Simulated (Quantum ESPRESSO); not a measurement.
Input of a Quantum ESPRESSO 7.5 run:

File pw.in:

```
&CONTROL
  calculation = 'scf'
  prefix = 'pwscf'
  outdir = './tmp'
  pseudo_dir = './pseudo'
  tprnfor = .true.
  tstress = .true.
  disk_io = 'low'
/
&SYSTEM
  ibrav = 0
  nat = 2
  ntyp = 2
  ecutwfc = 84
  nbnd = 9
  occupations = 'smearing'
  smearing = 'fd'
  degauss = 0.00367493
/
&ELECTRONS
  conv_thr = 4d-10
  electron_maxstep = 120
  mixing_beta = 0.5
/
ATOMIC_SPECIES
Al    26.9815 Al.upf
N     14.0070 N.upf
CELL_PARAMETERS bohr
   0.0000000000    4.1271496856    4.1271496856
   4.1271496856    0.0000000000    4.1271496856
   4.1271496856    4.1271496856    0.0000000000
ATOMIC_POSITIONS bohr
Al     0.0000000000    0.0000000000    0.0000000000
N      2.0635748428    2.0635748428    2.0635748428
K_POINTS automatic
10 10 10 0 0 0
```

The input bands.in:

```
&CONTROL
  calculation = 'bands'
  prefix = 'pwscf'
  outdir = './tmp'
  pseudo_dir = './pseudo'
  disk_io = 'low'
  verbosity = 'high'
/
&SYSTEM
  ibrav = 0
  nat = 2
  ntyp = 2
  ecutwfc = 84
  nbnd = 9
  occupations = 'smearing'
  smearing = 'fd'
  degauss = 0.00367493
/
&ELECTRONS
  conv_thr = 1d-08
  electron_maxstep = 120
  mixing_beta = 0.5
  diago_full_acc = .true.
/
ATOMIC_SPECIES
Al    26.9815 Al.upf
N     14.0070 N.upf
CELL_PARAMETERS bohr
   0.0000000000    4.1271496856    4.1271496856
   4.1271496856    0.0000000000    4.1271496856
   4.1271496856    4.1271496856    0.0000000000
ATOMIC_POSITIONS bohr
Al     0.0000000000    0.0000000000    0.0000000000
N      2.0635748428    2.0635748428    2.0635748428
K_POINTS crystal
60
 0.0000000000  0.0000000000  0.0000000000 1
 0.0625000000  0.0000000000  0.0625000000 1
 0.1250000000  0.0000000000  0.1250000000 1
 0.1875000000  0.0000000000  0.1875000000 1
 0.2500000000  0.0000000000  0.2500000000 1
 0.3125000000  0.0000000000  0.3125000000 1
 0.3750000000  0.0000000000  0.3750000000 1
 0.4375000000  0.0000000000  0.4375000000 1
 0.5000000000  0.0000000000  0.5000000000 1
 0.5000000000  0.0625000000  0.5625000000 1
 0.5000000000  0.1250000000  0.6250000000 1
 0.5000000000  0.1875000000  0.6875000000 1
 0.5000000000  0.2500000000  0.7500000000 1
 0.4375000000  0.3125000000  0.7500000000 1
 0.3750000000  0.3750000000  0.7500000000 1
 0.3375000000  0.3375000000  0.6750000000 1
 0.3000000000  0.3000000000  0.6000000000 1
 0.2625000000  0.2625000000  0.5250000000 1
 0.2250000000  0.2250000000  0.4500000000 1
 0.1875000000  0.1875000000  0.3750000000 1
 0.1500000000  0.1500000000  0.3000000000 1
 0.1125000000  0.1125000000  0.2250000000 1
 0.0750000000  0.0750000000  0.1500000000 1
 0.0375000000  0.0375000000  0.0750000000 1
 0.0000000000  0.0000000000  0.0000000000 1
 0.0625000000  0.0625000000  0.0625000000 1
 0.1250000000  0.1250000000  0.1250000000 1
 0.1875000000  0.1875000000  0.1875000000 1
 0.2500000000  0.2500000000  0.2500000000 1
 0.3125000000  0.3125000000  0.3125000000 1
 0.3750000000  0.3750000000  0.3750000000 1
 0.4375000000  0.4375000000  0.4375000000 1
 0.5000000000  0.5000000000  0.5000000000 1
 0.5250000000  0.4500000000  0.5250000000 1
 0.5500000000  0.4000000000  0.5500000000 1
 0.5750000000  0.3500000000  0.5750000000 1
 0.6000000000  0.3000000000  0.6000000000 1
 0.6250000000  0.2500000000  0.6250000000 1
 0.5833333333  0.2500000000  0.6666666667 1
 0.5416666667  0.2500000000  0.7083333333 1
 0.5000000000  0.2500000000  0.7500000000 1
 0.5000000000  0.2857142857  0.7142857143 1
 0.5000000000  0.3214285714  0.6785714286 1
 0.5000000000  0.3571428571  0.6428571429 1
 0.5000000000  0.3928571429  0.6071428571 1
 0.5000000000  0.4285714286  0.5714285714 1
 0.5000000000  0.4642857143  0.5357142857 1
 0.5000000000  0.5000000000  0.5000000000 1
 0.4821428571  0.4821428571  0.5357142857 1
 0.4642857143  0.4642857143  0.5714285714 1
 0.4464285714  0.4464285714  0.6071428571 1
 0.4285714286  0.4285714286  0.6428571429 1
 0.4107142857  0.4107142857  0.6785714286 1
 0.3928571429  0.3928571429  0.7142857143 1
 0.3750000000  0.3750000000  0.7500000000 1
 0.6250000000  0.2500000000  0.6250000000 1
 0.5937500000  0.1875000000  0.5937500000 1
 0.5625000000  0.1250000000  0.5625000000 1
 0.5312500000  0.0625000000  0.5312500000 1
 0.5000000000  0.0000000000  0.5000000000 1
```

Potentials or basis: PseudoDojo 0.4.1 SR PBEsol standard.

The run is started by

```console
$ OMP_NUM_THREADS=1 pw.x -in pw.in > pw.out
$ OMP_NUM_THREADS=1 pw.x -in bands.in > bands.out
```

**Question.** Estimate the band gap along the path.

**Answer.** 3.19 eV, indirect (least direct gap 4.12 eV).

**Question.** What does it give for the pressure?

**Answer.** 1.2 GPa.

**Question.** Estimate the band gap on the k mesh.

**Answer.** 3.19 eV, indirect (least direct gap 4.12 eV).

Levels at the corners of the path, in eV from the valence-band top:
| point | band 1 | band 2 | band 3 | band 4 | band 5 | band 6 | band 7 | band 8 | band 9 |
| --- | --- | --- | --- | --- | --- | --- | --- | --- | --- |
| Γ | -14.95 | 0.00 | 0.00 | 0.00 | 4.12 | 12.47 | 12.47 | 12.47 | 17.65 |
| X | -12.22 | -4.95 | -1.80 | -1.80 | 3.19 | 8.51 | 13.82 | 15.57 | 15.57 |
| W | -12.16 | -3.81 | -3.49 | -2.75 | 5.94 | 11.29 | 11.86 | 12.10 | 17.09 |
| K | -12.24 | -4.29 | -3.69 | -1.39 | 5.05 | 10.00 | 12.96 | 14.05 | 15.09 |
| Γ | -14.95 | 0.00 | 0.00 | 0.00 | 4.12 | 12.47 | 12.47 | 12.47 | 17.65 |
| L | -12.87 | -5.92 | -0.49 | -0.49 | 7.28 | 9.74 | 11.05 | 11.05 | 17.80 |
| U | -12.24 | -4.29 | -3.69 | -1.39 | 5.05 | 10.00 | 12.96 | 14.05 | 15.09 |
| W | -12.16 | -3.81 | -3.49 | -2.75 | 5.94 | 11.29 | 11.86 | 12.10 | 17.09 |
| L | -12.87 | -5.92 | -0.49 | -0.49 | 7.28 | 9.74 | 11.05 | 11.05 | 17.80 |
| K | -12.24 | -4.29 | -3.69 | -1.39 | 5.05 | 10.00 | 12.96 | 14.05 | 15.09 |
| U | -12.24 | -4.29 | -3.69 | -1.39 | 5.05 | 10.00 | 12.96 | 14.05 | 15.09 |
| X | -12.22 | -4.95 | -1.80 | -1.80 | 3.19 | 8.51 | 13.82 | 15.57 | 15.57 |
